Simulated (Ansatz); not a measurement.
# TiC: the cost of one run

Program: Ansatz 0.2.0. Level of theory: DFT PBE, scalar-relativistic. These are calculated values, not measurements.

### 1 The structure to begin with

It takes space group Fm-3m (No. 225, cubic). The conventional cell has a = 4.328 Å, b = 4.328 Å, c = 4.328 Å, α = 90.00°, β = 90.00°, γ = 90.00°. Ti (site symmetry m-3m) has 6 C at 2.16 Å as nearest neighbours. Around C (site symmetry m-3m) lie 6 Ti at 2.16 Å.

Coordinates:

```cif
data_structure
_symmetry_space_group_name_H-M 'Fm-3m'
_symmetry_Int_Tables_number 225
_cell_length_a 4.3280
_cell_length_b 4.3280
_cell_length_c 4.3280
_cell_angle_alpha 90.000
_cell_angle_beta 90.000
_cell_angle_gamma 90.000
_cell_volume 81.07
loop_
_atom_site_label
_atom_site_type_symbol
_atom_site_symmetry_multiplicity
_atom_site_Wyckoff_symbol
_atom_site_fract_x
_atom_site_fract_y
_atom_site_fract_z
_atom_site_occupancy
Ti1 Ti 4 a 0.00000 0.00000 0.00000 1
C1 C 4 b 0.50000 0.00000 0.00000 1
```

The file gives the conventional cell by its symmetry; the runs use the cell typed in the input.

Structure: COD 9012564, as refined from experiment and not relaxed.

Atoms are numbered in the order of the input: Ti1, C2.

### 2 Volume × 0.94, LAPW

input.yaml

```yaml
crystal:
  lattice:
    - [0.0, 2.1198243393, 2.1198243393]
    - [2.1198243393, 0.0, 2.1198243393]
    - [2.1198243393, 2.1198243393, 0.0]
  atoms:
    - { symbol: Ti, position: [0.0, 0.0, 0.0] }
    - { symbol: C, position: [0.5, 0.5, 0.5] }
kpoints:
  mp_grid: { grid: [16, 16, 16] }
  band_path:
    path:
      - [0.0, 0.0, 0.0]
      - [0.5, 0.0, 0.5]
      - [0.625, 0.25, 0.625]
      - [0.375, 0.375, 0.75]
      - [0.0, 0.0, 0.0]
      - [0.5, 0.5, 0.5]
      - [0.5, 0.25, 0.75]
      - [0.5, 0.0, 0.5]
    npoints: 5
scf:
  occupations: { method: fermi_dirac, width: 0.03 }
hamiltonian:
  xc: pbe
  pseudopotentials: { kind: all_electron, lapw: { basis_error: 0.001 } }
output:
  forces: true
  stress: true
  eigenvalues: true
```

The run is started by

```sh
$ ansatz run input.yaml --threads 1 --pin off --max-ram 3072MiB --backend cpu --events-out ev --progress --plain --runs-dir out
```

**Question.** How long does this run take on 1 thread of Intel Xeon Platinum 8488C (Sapphire Rapids), shared host, and how much memory does it need?

About 13 s, with a peak of 0.45 GiB.
